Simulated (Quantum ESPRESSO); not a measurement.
PbSe (Clausthalite): band structure with LDA

**Measured values to compare with.**

From a printed reference work, monograph, for a bulk crystal of PbSe at 4.2 K: band gap 0.15 eV (direct).

PbSe (Clausthalite):

```
Pb Se
1.0
     0.00000    3.06065    3.06065
     3.06065    0.00000    3.06065
     3.06065    3.06065    0.00000
Pb Se
1 1
Direct
  0.00000 0.00000 0.00000
  0.50000 0.50000 0.50000
```

```
Program                     : Quantum ESPRESSO 7.5
Task                        : band structure
Functional                  : LDA
Potentials or basis         : PseudoDojo 0.4.1 SR LDA stringent
Cutoff                      : 1415 eV
Density cutoff              : 5660 eV
k mesh                      : 8 × 8 × 8
Occupations                 : fermi-dirac, width 0.05 eV
Spin                        : no spin polarisation
Form of the LDA correlation : PW92
Mixing beta                 : 0.5
Most SCF iterations         : 120
SCF threshold               : 4e-10 Ry
```

The pressure is -2.2 GPa, the band gap on the k mesh is 0.19 eV, direct and the band gap along the path is 0.19 eV, direct.

Levels at the corners of the path, in eV from the valence-band top:
| point | band 21 | band 22 | band 23 | band 24 | band 25 | band 26 |
| --- | --- | --- | --- | --- | --- | --- |
| Γ | -1.83 | -1.83 | -1.83 | 4.62 | 4.62 | 4.62 |
| X | -4.98 | -3.21 | -3.21 | 3.67 | 5.53 | 5.53 |
| W | -4.21 | -4.21 | -0.75 | 1.80 | 4.90 | 4.90 |
| K | -4.57 | -2.69 | -2.40 | 3.33 | 3.96 | 5.37 |
| Γ | -1.83 | -1.83 | -1.83 | 4.62 | 4.62 | 4.62 |
| L | -1.41 | -1.41 | 0.00 | 0.19 | 1.64 | 1.64 |
| U | -4.57 | -2.69 | -2.40 | 3.33 | 3.96 | 5.37 |
| W | -4.21 | -4.21 | -0.75 | 1.80 | 4.90 | 4.90 |
| L | -1.41 | -1.41 | 0.00 | 0.19 | 1.64 | 1.64 |
| K | -4.57 | -2.69 | -2.40 | 3.33 | 3.96 | 5.37 |
| U | -4.57 | -2.69 | -2.40 | 3.33 | 3.96 | 5.37 |
| X | -4.98 | -3.21 | -3.21 | 3.67 | 5.53 | 5.53 |

Wall time 4.3 min on 1 thread of Arm Neoverse V1, on a shared host, peak memory 0.26 GiB.

A measured gap of PbSe is 0.15 eV (direct; 4.2 K; a printed reference work, monograph); the calculated 0.19 eV misses it by +0.04 eV. 2 values of this kind are on record (0.15 to 0.28 eV); this one was drawn at random. Spin-orbit coupling on Pb, Se is left out. The value is that of LDA, without temperature or zero-point motion.

Caveat: spin-orbit coupling is left out, which as a rule narrows the gap of such compounds by several tenths of an eV.
